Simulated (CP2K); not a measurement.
# GaAs (F-43m) in CP2K: notebook, part 3 of 3

CP2K 2026.2. Earlier steps stand in the parts before.

## (5) Single point, PBE+rVV10

gaas_scf.inp reads:

```
&GLOBAL
  PROJECT gaas_scf
  RUN_TYPE ENERGY_FORCE
  PRINT_LEVEL LOW
&END GLOBAL
&FORCE_EVAL
  METHOD QS
  STRESS_TENSOR ANALYTICAL
  &DFT
    BASIS_SET_FILE_NAME BASIS_MOLOPT_UZH
    POTENTIAL_FILE_NAME POTENTIAL_UZH
    &MGRID
      CUTOFF 450
      REL_CUTOFF 60
      NGRIDS 5
    &END MGRID
    &QS
      METHOD GPW
      EPS_DEFAULT 1.0E-10
    &END QS
    &KPOINTS
      SCHEME MONKHORST-PACK 8 8 8
      GAMMA_CENTERED T
      SYMMETRY T
      SYMMETRY_BACKEND SPGLIB
    &END KPOINTS
    &SCF
      SCF_GUESS ATOMIC
      EPS_SCF 1.0E-6
      MAX_SCF 100
      ADDED_MOS 10
      CHOLESKY OFF
      EPS_EIGVAL 1.0E-7
      &DIAGONALIZATION ON
        ALGORITHM STANDARD
      &END DIAGONALIZATION
      &MIXING ON
        METHOD BROYDEN_MIXING
        ALPHA 0.4
        BETA 1.5
        NBUFFER 8
      &END MIXING
      &SMEAR ON
        METHOD FERMI_DIRAC
        ELECTRONIC_TEMPERATURE 580.23
      &END SMEAR
    &END SCF
    &XC
      &XC_FUNCTIONAL
        &GGA_X_PBE
        &END GGA_X_PBE
        &GGA_C_PBE
        &END GGA_C_PBE
      &END XC_FUNCTIONAL
      &VDW_POTENTIAL
        POTENTIAL_TYPE NON_LOCAL
        &NON_LOCAL
          TYPE RVV10
          PARAMETERS 10.0 0.0093
          KERNEL_FILE_NAME rVV10_kernel_table.dat
          CUTOFF 300
        &END NON_LOCAL
      &END VDW_POTENTIAL
    &END XC
    &PRINT
      &KPOINTS ON
      &END KPOINTS
      &MULLIKEN ON
      &END MULLIKEN
      &MO ON
        ENERGIES T
        OCCUPATION_NUMBERS T
        &EACH
          QS_SCF 0
        &END EACH
        ADD_LAST NUMERIC
      &END MO
      &LOWDIN ON
      &END LOWDIN
      &HIRSHFELD ON
        SHAPE_FUNCTION DENSITY
      &END HIRSHFELD
    &END PRINT
  &END DFT
  &SUBSYS
    &CELL
      A 3.9977696088 0.0000000000 0.0000000000
      B 1.9988848044 3.4621700397 0.0000000000
      C 1.9988848044 1.1540566799 3.2641652169
      PERIODIC XYZ
    &END CELL
    &COORD
      SCALED
      As  0.7500000000 0.7500000000 0.7500000000
      Ga  0.0000000000 0.0000000000 0.0000000000
    &END COORD
    &KIND As
      BASIS_SET TZVP-MOLOPT-PBE-GTH-q5
      POTENTIAL GTH-PBE-q5
    &END KIND
    &KIND Ga
      BASIS_SET TZVP-MOLOPT-PBE-GTH-q13
      POTENTIAL GTH-PBE-q13
    &END KIND
    &PRINT
      &ATOMIC_COORDINATES ON
      &END ATOMIC_COORDINATES
      &CELL ON
      &END CELL
    &END PRINT
  &END SUBSYS
  &PRINT
    &FORCES ON
    &END FORCES
    &STRESS_TENSOR ON
    &END STRESS_TENSOR
  &END PRINT
&END FORCE_EVAL
```

Command:

```bash
$ OMP_NUM_THREADS=1 cp2k.psmp -i gaas_scf.inp -o gaas_scf.out
```

Run time: 49 s. Hardware: 1 thread of Arm Neoverse V1, shared host; peak memory 0.39 GiB.

It converged, with:

```
Free energy            : -2201.6576 eV
Pressure               : 3.2 GPa
Band gap on the k mesh : 0.46 eV, direct
Mulliken charges       : As +0.37; Ga -0.37 e
Hirshfeld charges      : As -0.13; Ga +0.13 e
```

Levels at points of the mesh, in eV from the valence-band top:
```
           k point  band 7  band 8  band 9  band 10  band 11  band 12
(0.00, 0.00, 0.00)    0.00    0.00    0.00     0.46     3.72     3.72
(0.00, 0.00, 0.50)   -6.69   -1.15   -1.15     0.94     4.63     4.63
(0.00, 0.50, 0.50)   -6.86   -2.70   -2.70     1.38     1.61    10.20
```

Caveat: Mulliken charges move with the basis; the basis of atomic orbitals isn't converged, which shifts pressures, moduli and gaps.

## (6) Single point, PBE+D3(BJ)+ATM

Changes to gaas_scf.inp since step 5:

```diff
@@ -55,9 +55,11 @@
       &VDW_POTENTIAL
-        POTENTIAL_TYPE NON_LOCAL
-        &NON_LOCAL
-          TYPE RVV10
-          PARAMETERS 10.0 0.0093
-          KERNEL_FILE_NAME rVV10_kernel_table.dat
-          CUTOFF 300
-        &END NON_LOCAL
+        POTENTIAL_TYPE PAIR_POTENTIAL
+        &PAIR_POTENTIAL
+          TYPE DFTD3(BJ)
+          REFERENCE_FUNCTIONAL PBE
+          PARAMETER_FILE_NAME dftd3.dat
+          R_CUTOFF 20
+          CALCULATE_C9_TERM T
+          REFERENCE_C9_TERM T
+        &END PAIR_POTENTIAL
       &END VDW_POTENTIAL
```

Potentials or basis: POTENTIAL_UZH As GTH-PBE-q5, Ga GTH-PBE-q13; TZVP-MOLOPT-PBE-GTH basis.

Command:

```bash
$ OMP_NUM_THREADS=1 cp2k.psmp -i gaas_scf.inp -o gaas_scf.out
```

It took 56 s on 1 thread of Arm Neoverse V1, shared host; peak memory 0.32 GiB.

It converged, with:

```
Free energy            : -2202.8969 eV
Pressure               : 1.6 GPa
Band gap on the k mesh : 0.48 eV, direct
Mulliken charges       : As +0.34; Ga -0.34 e
Hirshfeld charges      : As -0.13; Ga +0.13 e
```

Levels at points of the mesh, in eV from the valence-band top:
```
           k point  band 5  band 6  band 7  band 8  band 9  band 10  band 11  band 12  band 13  band 14
(0.00, 0.00, 0.00)  -14.79  -12.75    0.00    0.00    0.00     0.48     3.73     3.73     3.73     9.15
(0.00, 0.00, 0.50)  -14.79  -10.99   -6.67   -1.15   -1.15     0.97     4.66     4.66     7.94    10.87
(0.00, 0.50, 0.50)  -14.78  -10.25   -6.85   -2.69   -2.69     1.46     1.66    10.21    10.21    11.02
```

Caveat: Mulliken charges move with the basis; the basis of atomic orbitals isn't converged, which shifts pressures, moduli and gaps; the real-space grid breaks the cell's symmetry a little.

## (7) Overview

| level | cutoff radius of the dispersion sum (A) | cutoff of the non-local correlation (Ry) | gap on the mesh (eV) | pressure (GPa) |
| --- | --- | --- | --- | --- |
| PBE+D3 | 20 | - | 0.48 | 2.5 |
| PBE+D3(BJ) | 20 | - | 0.48 | 1.5 |
| PBE+D4 | 20 | - | 0.48 | 0.9 |
| PBE+rVV10 | - | 300 | 0.46 | 3.2 |
| PBE+D3(BJ)+ATM | 20 | - | 0.48 | 1.6 |

Alike in all rows: task single point; potentials or basis POTENTIAL_UZH As GTH-PBE-q5, Ga GTH-PBE-q13; TZVP-MOLOPT-PBE-GTH basis; no spin polarisation; cell as given; k mesh 8 × 8 × 8; smearing fermi-dirac 0.05 eV.

Caveats: the basis of atomic orbitals isn't converged, which shifts pressures, moduli and gaps; the real-space grid breaks the cell's symmetry a little (some runs).

Absolute energies hang on the potentials; compare differences alone.

## (8) Comparison with measurements

Step 2. Against the measured gap of GaAs, 1.418 eV (direct; 300 K; “Evidence of valence band perturbations in GaAsN/GaAs(001): A combined variable-angle spectroscopic ellipsometry and modulated photoreflectance investigation”, 2008, arxiv:0805.2212), the calculated 0.48 eV is off by -0.94 eV. 3 values of this kind are on record (1.412 to 1.51 eV); this one was drawn at random among those near their median, those with a stated uncertainty first. Spin-orbit coupling on As, Ga is left out. The value is that of PBE+D3 in an atomic basis (POTENTIAL_UZH As GTH-PBE-q5, Ga GTH-PBE-q13; TZVP-MOLOPT-PBE-GTH basis), whose error adds to the functional's, on a finite k mesh, which can miss the band edges, without temperature or zero-point motion. Semilocal functionals fall short of measured gaps as a rule.

Step 3. Against the measured gap of GaAs, 1.412 eV (direct; 300 K; “Evidence of valence band perturbations in GaAsN/GaAs(001): A combined variable-angle spectroscopic ellipsometry and modulated photoreflectance investigation”, 2008, arxiv:0805.2212), the calculated 0.48 eV is off by -0.93 eV. 3 values of this kind are on record (1.412 to 1.51 eV); this one was drawn at random among those near their median, those with a stated uncertainty first. Spin-orbit coupling on As, Ga is left out. The value is that of PBE+D3(BJ) in an atomic basis (POTENTIAL_UZH As GTH-PBE-q5, Ga GTH-PBE-q13; TZVP-MOLOPT-PBE-GTH basis), whose error adds to the functional's, on a finite k mesh, which can miss the band edges, without temperature or zero-point motion. Semilocal functionals fall short of measured gaps as a rule.

Step 4. Measured gap of GaAs: 1.418 eV (direct; 300 K; “Evidence of valence band perturbations in GaAsN/GaAs(001): A combined variable-angle spectroscopic ellipsometry and modulated photoreflectance investigation”, 2008, arxiv:0805.2212). This calculation gives 0.48 eV (-0.94 eV). 3 values of this kind are on record (1.412 to 1.51 eV); this one was drawn at random among those near their median, those with a stated uncertainty first. Spin-orbit coupling on As, Ga is left out. The value is that of PBE+D4 in an atomic basis (POTENTIAL_UZH As GTH-PBE-q5, Ga GTH-PBE-q13; TZVP-MOLOPT-PBE-GTH basis), whose error adds to the functional's, on a finite k mesh, which can miss the band edges, without temperature or zero-point motion. Semilocal functionals fall short of measured gaps as a rule.

Step 5. A measured gap of GaAs is 1.412 eV (direct; 300 K; “Evidence of valence band perturbations in GaAsN/GaAs(001): A combined variable-angle spectroscopic ellipsometry and modulated photoreflectance investigation”, 2008, arxiv:0805.2212); the calculated 0.46 eV misses it by -0.95 eV. 3 values of this kind are on record (1.412 to 1.51 eV); this one was drawn at random among those near their median, those with a stated uncertainty first. Spin-orbit coupling on As, Ga is left out. The value is that of PBE+rVV10 in an atomic basis (POTENTIAL_UZH As GTH-PBE-q5, Ga GTH-PBE-q13; TZVP-MOLOPT-PBE-GTH basis), whose error adds to the functional's, on a finite k mesh, which can miss the band edges, without temperature or zero-point motion. Semilocal functionals fall short of measured gaps as a rule.

Step 6. Measured gap of GaAs: 1.412 eV (direct; 300 K; “Evidence of valence band perturbations in GaAsN/GaAs(001): A combined variable-angle spectroscopic ellipsometry and modulated photoreflectance investigation”, 2008, arxiv:0805.2212). This calculation gives 0.48 eV (-0.93 eV). 3 values of this kind are on record (1.412 to 1.51 eV); this one was drawn at random among those near their median, those with a stated uncertainty first. Spin-orbit coupling on As, Ga is left out. The value is that of PBE+D3(BJ)+ATM in an atomic basis (POTENTIAL_UZH As GTH-PBE-q5, Ga GTH-PBE-q13; TZVP-MOLOPT-PBE-GTH basis), whose error adds to the functional's, on a finite k mesh, which can miss the band edges, without temperature or zero-point motion. Semilocal functionals fall short of measured gaps as a rule.
